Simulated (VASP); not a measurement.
AlGa7As8, 16 atoms in the cell. Symmetry: F-43m, No. 216, cubic system. Conventional cell: a = 11.332 Å, b = 11.332 Å, c = 11.332 Å, α = 90.00°, β = 90.00°, γ = 90.00°. Around Al (site symmetry -43m) lie 4 As at 2.45 Å. Ga (site symmetry 2mm) has 4 As at 2.45 Å as nearest neighbours. Ga (site symmetry -43m) is surrounded by 4 As at 2.45 Å. Around As (site symmetry 3m) lie 3 Ga at 2.45 Å and 1 Al at 2.45 Å. As (site symmetry 3m) has 4 Ga at 2.45 Å as nearest neighbours. The cell was built by a generator and needn't be a form met in nature.

```yaml
Program: VASP 6.6.1
Task: phonons
Functional: PBEsol
Potentials_or_basis: VASP PAW PBE potentials, release 64 (Al, Ga_d, As)
Cutoff: 600 eV
k_mesh: 4 × 4 × 4
Occupations: gaussian, width 0.03 eV
Spin: no spin polarisation
By_perturbation_theory: no
Further_INCAR_settings: ALGO = Normal; EDIFF = 1e-08; IBRION = 6; POTIM = 0.015; NSW = 1
```

Potentials or basis: VASP PAW PBE potentials, release 64 (Al, Ga_d, As).

The run is started by

```bash
$ cat potpaw_PBE.64/Al/POTCAR potpaw_PBE.64/Ga_d/POTCAR potpaw_PBE.64/As/POTCAR > POTCAR
$ cp INCAR.step1 INCAR
$ mpirun -np 8 vasp_std > vasp.out
$ cp CONTCAR POSCAR
$ cp INCAR.step2 INCAR
$ mpirun -np 8 vasp_std > vasp.out
```

Hardware: 8 MPI ranks on AMD EPYC 7R43 64-Core Processor (Zen 3), with other jobs on the host.

**Question.** How long does it take, and how much memory?

**Answer.** It took 63 min on 8 MPI ranks on AMD EPYC 7R43 64-Core Processor (Zen 3) (shared host), peak memory 1.6 GiB a rank. Counts: scf iterations 153, k points 8, ion steps 2.
